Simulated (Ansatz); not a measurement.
## SiC: frozen-core PAW against all-electron methods

```
Si C
1.0
     3.07600    0.00000    0.00000
    -1.53800    2.66389    0.00000
     0.00000    0.00000    5.19944
Si C
2 2
Direct
  0.33333 0.66667 0.00000
  0.66667 0.33333 0.50000
  0.33333 0.66667 0.38500
  0.66667 0.33333 0.88500
```

Atoms are numbered in the order listed.

The cell comes from COD entry 9008875, which wasn't checked; take it as a given geometry. The listed cell was then made from it by scaling, straining or moving an atom.

All numbers are computed: DFT, PBEsol, PAW with Ansatz's default frozen-core files, scalar-relativistic (Ansatz 0.2.0); DFT, PBEsol, all-electron LAPW, scalar-relativistic (Ansatz 0.2.0).

For PAW: a Γ-centred 15×15×8 k mesh, Fermi–Dirac smearing of 0.08 eV, cutoff 420 eV, no spin polarisation; the PAW files were made with PBE, and the program remakes their frozen cores for this functional. LAPW targets a basis error of 1 meV/atom. The Ansatz runs share mesh, smearing and spin set-up. Plane-wave (PAW) pressures include the program's estimate of the Pulay term.

Stress and pressure are positive in compression.

PAW results:

```json
{"quantity": "pressure (GPa)", "PAW": "-5.06"}
{"quantity": "stress xx (GPa)", "PAW": "0.73"}
{"quantity": "stress zz (GPa)", "PAW": "-16.64"}
{"quantity": "force on Si1, z (eV/Å)", "PAW": "0.842"}
{"quantity": "force on C3, z (eV/Å)", "PAW": "-0.842"}
{"quantity": "band gap (eV)", "PAW": "2.290"}
```

(1) What does full-potential LAPW give for the same quantities?

## Answers

(1) 
```tsv
quantity	LAPW
pressure (GPa)	-5.11
stress xx (GPa)	0.66
stress zz (GPa)	-16.64
force on Si1, z (eV/Å)	0.840
force on C3, z (eV/Å)	-0.840
band gap (eV)	2.290
```
